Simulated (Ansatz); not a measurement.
Cubic X2O5: space group Pn-3m, simple cubic cell, positions in fractions of the edge: X (0 0 0), (0.5 0.5 0), (0.5 0 0.5), (0 0.5 0.5); O (0.5 0 0), (0 0.5 0), (0 0 0.5), (0.5 0.5 0.5), (0.75 0.75 0.25), (0.75 0.25 0.75), (0.25 0.75 0.75), (0.75 0.25 0.25), (0.25 0.75 0.25), (0.25 0.25 0.75).

A crystal in the cubic X2O5 structure was computed with PBE in Ansatz (plane waves, PAW datasets (generated soft set 1); cutoff 420 eV), no spin polarisation, no spin–orbit coupling, Fermi–Dirac smearing of 0.061 eV, k-spacing 0.06 Å⁻¹. It has a₀ = 4.932 Å and B₀ = 230 GPa.

Problem. Which is it?
A. Ir2O5
B. Ni2O5
C. V2O5
D. Zn2O5
E. C2O5

Solution. C. The five: V2O5 4.932 Å, 230 GPa; Ni2O5 4.953 Å, 179 GPa; Ir2O5 5.077 Å, 242 GPa; Zn2O5 5.156 Å, 133 GPa; C2O5 4.894 Å, 136 GPa.

Model structures, not the usual forms at ambient conditions (metastable or hypothetical): V2O5, Ni2O5, Ir2O5, Zn2O5, C2O5. Spin polarisation is left out, and a magnetic state may lie lower for V2O5, Ni2O5, Ir2O5, Zn2O5.
